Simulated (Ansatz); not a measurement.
# Bands of TlBr

```
Tl Br
1.0
     3.97000    0.00000    0.00000
     0.00000    3.97000    0.00000
     0.00000    0.00000    3.97000
Tl Br
1 1
Direct
  0.00000 0.00000 0.00000
  0.50000 0.50000 0.50000
```

Atoms are numbered in the order listed.

The geometry is COD entry 9008793, unchecked; take it as a test cell. It is an old determination, and later ones may differ.

Method: DFT, PBE, all-electron LAPW, Dirac equation with spin-orbit coupling in Ansatz 0.2.0.

Sampling and basis: a Γ-centred 6×6×6 k mesh, Fermi–Dirac smearing of 0.01 eV, basis error target 1 meV/atom, no spin polarisation.

Points in fractions of the reciprocal vectors of this cell: Γ (0, 0, 0), X (0, 0.5, 0), M (0.5, 0.5, 0), R (0.5, 0.5, 0.5). The path joins them by straight lines in the order Γ–X–M–Γ–R–X–R–M; legs that retrace an earlier one aren't tabulated. Energies are in eV from the top of the valence band.

**Question.** List the levels at X between -8 and 6 eV.

**Answer.** -5.60 (×2), -1.11 (×2), -0.71 (×2), 0.00 (×2), 1.63 (×2), 5.14 (×2).

**Question.** List the levels at M between -8 and 6 eV.

**Answer.** -3.76 (×2), -3.11 (×2), -3.02 (×2), -0.80 (×2), 4.20 (×2), 5.11 (×2).

**Question.** List the levels at Γ between -8 and 6 eV.

**Answer.** -4.67 (×2), -1.78 (×2), -1.22 (×4), 5.66 (×2).

**Question.** What is the band gap?

**Answer.** 1.21 eV, indirect from X (0, 0.5, 0) to R (0.5, 0.5, 0.5).

Kohn–Sham gaps of semilocal functionals usually fall short of measured ones.
